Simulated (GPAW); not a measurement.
# WC (Qusongite) (P-6m2) in GPAW: settings compared, part 2 of 2

GPAW 26.7.0.

## 4. Relaxation of cell and atoms, PBEsol

Contents of run.py:

```python
from ase import Atoms
from ase.filters import FrechetCellFilter
from ase.io import write
from ase.optimize import BFGS
from gpaw import GPAW, PW, setup_paths

setup_paths.insert(0, '.')

atoms = Atoms(['W', 'C'],
              cell=[[2.9065, 0.0, 0.0],
                    [-1.45325, 2.5171028361, 0.0],
                    [0.0, 0.0, 2.8366]],
              scaled_positions=[[0.0, 0.0, 0.0],
                                [0.6666666667, 0.3333333333, 0.5]],
              pbc=True)

calc = GPAW(mode=PW(800),
            xc='PBEsol',
            kpts={'size': (8, 8, 7), 'gamma': True},
            occupations={'name': 'fermi-dirac', 'width': 0.05},
            nbands=19,
            convergence={'density': 1e-05, 'forces': 0.0001},
            maxiter=150,
            txt='gpaw.txt')
atoms.calc = calc
opt = BFGS(FrechetCellFilter(atoms), trajectory='relax.traj', logfile='-')
done = opt.run(fmax=0.02, steps=60)
calc.write('gs.gpw')
write('result.traj', atoms)
print('Converged:', done)
print('Cell:', atoms.cell.cellpar().round(4))
print('Volume:', round(atoms.get_volume(), 4))
print(atoms.get_scaled_positions().round(5))
```

Potentials or basis: PAW data sets generated in the run's folder for this functional, pw.

Command:

```bash
$ gpaw-setup -f PBEsol C W
$ OMP_NUM_THREADS=1 python run.py
```

gpaw.txt:

```text
__  _  _
 | _ |_)|_||  |
 |__||  | ||/\| - 26.7.0

Input parameters:
  mode=PW(ecut=800.0),
  convergence={'density': 1e-05, 'forces': 0.0001},
  kpts=MonkhorstPack(size=(8, 8, 7), gamma=True),
  maxiter=150,
  nbands=19,
  occupations=Occupations(name='fermi-dirac', width=0.05),
  xc=XC(name='PBEsol')

Diagonalizing LCAO Hamiltonian
Converting LCAO to pw mode

           C

       W

Atoms  # Å, Bohr magnetons
|   | symbol |        x |        y |        z |    initial magnetic moments |
|---|--------|----------|----------|----------|-----------------------------|
| 0 |      W | 0.000000 | 0.000000 | 0.000000 | ( 0.0000,  0.0000,  0.0000) |
| 1 |      C | 1.453250 | 0.839034 | 1.418300 | ( 0.0000,  0.0000,  0.0000) |

Unit cell  # Å
| periodic |         x |        y |        z |  lengths |     angles |
|----------|-----------|----------|----------|----------|------------|
|      yes |  2.906500 | 0.000000 | 0.000000 | 2.906500 |  90.000000 |
|      yes | -1.453250 | 2.517103 | 0.000000 | 2.906500 |  90.000000 |
|      yes |  0.000000 | 0.000000 | 2.836600 | 2.836600 | 120.000000 |

Number of symmetries: 12
Symmetry operations  # r_c * U_cc + t_c -> r_c
|    | kind |            matrix            |
|----|------|------------------------------|
|  0 |  σ   |  1, 1, 0,  0,-1, 0,  0, 0, 1 |
|  1 |  C2  |  1, 1, 0,  0,-1, 0,  0, 0,-1 |
|  2 |  E   |  1, 0, 0,  0, 1, 0,  0, 0, 1 |
|  3 |  σ   |  1, 0, 0,  0, 1, 0,  0, 0,-1 |
|  4 |  C3  |  0, 1, 0, -1,-1, 0,  0, 0, 1 |
|  5 |  S3  |  0, 1, 0, -1,-1, 0,  0, 0,-1 |
|  6 |  σ   |  0,-1, 0, -1, 0, 0,  0, 0, 1 |
|  7 |  C2  |  0,-1, 0, -1, 0, 0,  0, 0,-1 |
|  8 |  σ   | -1, 0, 0,  1, 1, 0,  0, 0, 1 |
[... 137 lines left out ...]
SCF iterations
|iter     | |      energy | eigst |  dens |force |
|---------|-|-------------|-------|-------|------|
|iter:   1| |  -24.023078 | -0.12 |       |      |
|iter:   2| |  -23.568090 | -2.68 | -0.94 |      |
|iter:   3| |  -22.552207 | -1.72 | -1.00 |      |
|iter:   4| |  -22.556261 | -3.61 | -1.71 |      |
|iter:   5| |  -22.561128c| -3.72 | -1.95 |      |
|iter:   6| |  -22.561103c| -5.61 | -3.05 |      |
|iter:   7| |  -22.561109c| -6.92 | -3.63 |      |
|iter:   8| |  -22.561109c| -8.48c| -4.33 |      |
|iter:   9| |  -22.561109c| -8.44c| -5.00 |      |
|iter:  10| |  -22.561109c| -9.45c| -5.94c|      |
|iter:  11| |  -22.561109c|-10.41c| -6.71c|-16.18c|

Converged in 11 steps
Energy contributions relative to reference atoms: (reference = -439665.733139)

Energy contributions:
  Kinetic:          14.338349
[... 245 lines left out ...]
  Free energy:     -22.564084
  Extrapolated:    -22.563170
[... 27 lines left out ...]
No gap
No difference between direct/indirect transitions

Stress tensor  # eV/Ang^3
|         x |         y |        z |
|-----------|-----------|----------|
|  0.009478 | -0.000000 | 0.000000 |
| -0.000000 |  0.009478 | 0.000000 |
|  0.000000 |  0.000000 | 0.014418 |

Forces  # eV/Ang
|        x |        y |       z |
|----------|----------|---------|
| -0.00000 | -0.00000 | 0.00000 |  # W    0
|  0.00000 |  0.00000 | 0.00000 |  # C    1

Interpolating wave functions to new cell

           C

       W

Atoms  # Å, Bohr magnetons
|   | symbol |         x |         y |        z |    initial magnetic moments |
|---|--------|-----------|-----------|----------|-----------------------------|
| 0 |      W | -0.000000 | -0.000000 | 0.000000 | ( 0.0000,  0.0000,  0.0000) |
| 1 |      C |  1.449111 |  0.836645 | 1.412203 | ( 0.0000,  0.0000,  0.0000) |

Unit cell  # Å
| periodic |         x |        y |         z |  lengths |     angles |
|----------|-----------|----------|-----------|----------|------------|
|      yes |  2.898222 | 0.000000 |  0.000000 | 2.898222 |  90.000000 |
|      yes | -1.449111 | 2.509934 | -0.000000 | 2.898222 |  90.000000 |
|      yes | -0.000000 | 0.000000 |  2.824406 | 2.824406 | 120.000000 |

Number of symmetries: 12
Symmetry operations  # r_c * U_cc + t_c -> r_c
|    | kind |            matrix            |
|----|------|------------------------------|
|  0 |  σ   |  1, 1, 0,  0,-1, 0,  0, 0, 1 |
|  1 |  C2  |  1, 1, 0,  0,-1, 0,  0, 0,-1 |
|  2 |  E   |  1, 0, 0,  0, 1, 0,  0, 0, 1 |
|  3 |  σ   |  1, 0, 0,  0, 1, 0,  0, 0,-1 |
|  4 |  C3  |  0, 1, 0, -1,-1, 0,  0, 0, 1 |
|  5 |  S3  |  0, 1, 0, -1,-1, 0,  0, 0,-1 |
|  6 |  σ   |  0,-1, 0, -1, 0, 0,  0, 0, 1 |
|  7 |  C2  |  0,-1, 0, -1, 0, 0,  0, 0,-1 |
|  8 |  σ   | -1, 0, 0,  1, 1, 0,  0, 0, 1 |
[... 137 lines left out ...]
SCF iterations
|iter     | |      energy | eigst |  dens |force |
|---------|-|-------------|-------|-------|------|
|iter:   1| |  -22.563985 | -2.79 |       |      |
|iter:   2| |  -22.563893 | -5.87 | -2.75 |      |
|iter:   3| |  -22.563549c| -4.94 | -2.79 |      |
|iter:   4| |  -22.563548c| -6.09 | -3.48 |      |
|iter:   5| |  -22.563550c| -7.43c| -4.06 |      |
|iter:   6| |  -22.563551c| -8.36c| -4.52 |      |
|iter:   7| |  -22.563551c| -8.65c| -5.21c|      |
|iter:   8| |  -22.563551c| -9.44c| -5.77c|-16.53c|

Converged in 8 steps
Energy contributions relative to reference atoms: (reference = -439665.733139)

Energy contributions:
  Kinetic:          16.712458
  Coulomb:         -18.221536
  Zero:              0.017975
  External:          0.000000
  Xc:              -21.071531
  Entropy:          -0.001835
  Spinorbit:         0.000000
  ----------------------------
  Free energy:     -22.564469
  Extrapolated:    -22.563551
[... 27 lines left out ...]
No gap
No difference between direct/indirect transitions

Stress tensor  # eV/Ang^3
|         x |         y |         z |
|-----------|-----------|-----------|
| -0.000194 | -0.000000 |  0.000000 |
| -0.000000 | -0.000194 |  0.000000 |
|  0.000000 |  0.000000 | -0.000053 |

Forces  # eV/Ang
|        x |        y |       z |
|----------|----------|---------|
|  0.00000 | -0.00000 | 0.00000 |  # W    0
| -0.00000 |  0.00000 | 0.00000 |  # C    1

# Writing to gs.gpw (mode='')
```

It took 38 s on 1 thread of Arm Neoverse V1, shared host; peak memory 0.18 GiB.

Results:

```
Free energy                            : -22.5645 eV
Relaxed volume                         : 10.27 Å³/atom
Relaxed cell                           : a = 2.898 Å, b = 2.898 Å, c = 2.824 Å, α = 90.00°, β = 90.00°, γ = 120.00°
Space group after relaxing (to 0.05 Å) : P-6m2 (No. 187)
Energy gained by relaxing              : 1.2 meV/atom
Ionic steps                            : 3
Pressure after relaxing                : 0.0 GPa
Band gap on the k mesh                 : none (metal or under the smearing width)
```

The path:
```
step  energy change (eV)  largest force (eV/Å)  pressure (GPa)  volume (Å³)
   1              0.0000                0.0000           -4.08        20.75
   2             -0.0021                0.0000           -1.78        20.64
   3             -0.0024                0.0000            0.02        20.55
```

Final structure:
```cif
data_structure
_symmetry_space_group_name_H-M 'P 1'
_symmetry_Int_Tables_number 1
_cell_length_a 2.8982
_cell_length_b 2.8982
_cell_length_c 2.8244
_cell_angle_alpha 90.000
_cell_angle_beta 90.000
_cell_angle_gamma 120.000
_cell_volume 20.55
loop_
_atom_site_label
_atom_site_type_symbol
_atom_site_fract_x
_atom_site_fract_y
_atom_site_fract_z
_atom_site_occupancy
W1 W 0.00000 0.00000 0.00000 1
C1 C 0.66667 0.33333 0.50000 1
```

Levels at points of the mesh, in eV from the Fermi level:
```tsv
k point	band 5	band 6	band 7	band 8	band 9	band 10	band 11	band 12	band 13	band 14
(0.00, 0.00, 0.00)	-14.63	-4.52	-3.53	-3.53	-0.03	3.11	3.11	5.56	5.56	6.33
(0.50, 0.50, 0.00)	-11.24	-7.23	-3.79	-3.78	-0.61	2.21	4.44	4.80	6.79	9.65
```

Caveat: later steps reuse the first step's grids. The run has no spin-orbit coupling, so splittings on W are missing.
